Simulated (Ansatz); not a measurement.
# Li: projected density of states with PBE+D4

Crystal: Li.

```
Li
1.0
    -1.75465    1.75465    1.75465
     1.75465   -1.75465    1.75465
     1.75465    1.75465   -1.75465
Li
1
Direct
  0.00000 0.00000 0.00000
```

```yaml
Program: Ansatz 0.2.0
Task: projected density of states
Functional: PBE
Dispersion: D4
Potentials_or_basis: Ansatz PAW earlier set
Cutoff: "780 eV (not typed: the program's choice for these potentials)"
k_mesh: 11 × 11 × 11
Occupations: methfessel-paxton, width 0.025 eV
Spin: no spin polarisation
```

The pressure is -0.9 GPa, the band gap on the k mesh is none (metal or under the smearing width) and the density of states at the Fermi level is 0.49 states/eV per cell.

Levels at points of the mesh, in eV from the Fermi level:
| k point | band 1 | band 2 | band 3 | band 4 | band 5 | band 6 |
| --- | --- | --- | --- | --- | --- | --- |
| (0.00, 0.00, 0.00) | -46.61 | -3.47 | 13.97 | 13.97 | 13.97 | 18.61 |

States per cell in windows of 0.5 eV (zero at the Fermi level; states under -8 eV left out):
```
from (eV)  total  Li 2s
     -8.0   0.00   0.00
     -7.5   0.00   0.00
     -7.0   0.00   0.00
     -6.5   0.00   0.00
     -6.0   0.00   0.00
     -5.5   0.00   0.00
     -5.0   0.00   0.00
     -4.5   0.00   0.00
     -4.0   0.00   0.00
     -3.5   0.06   0.05
     -3.0   0.10   0.09
     -2.5   0.13   0.12
     -2.0   0.15   0.14
     -1.5   0.17   0.16
     -1.0   0.19   0.17
     -0.5   0.23   0.17
      0.0   0.29   0.15
      0.5   0.25   0.09
      1.0   0.19   0.05
      1.5   0.13   0.03
      2.0   0.06   0.01
      2.5   0.08   0.01
      3.0   0.37   0.16
      3.5   0.29   0.08
      4.0   0.24   0.04
      4.5   0.21   0.02
      5.0   0.21   0.02
      5.5   0.31   0.08
      6.0   0.33   0.07
      6.5   0.31   0.04
      7.0   0.28   0.02
      7.5   0.27   0.02
```

It took 1.8 s on 2 threads of Arm Neoverse V1, on a shared host, peak memory 0.27 GiB.

Caveat: pairwise dispersion overbinds metals, which lowers pressure and volume.
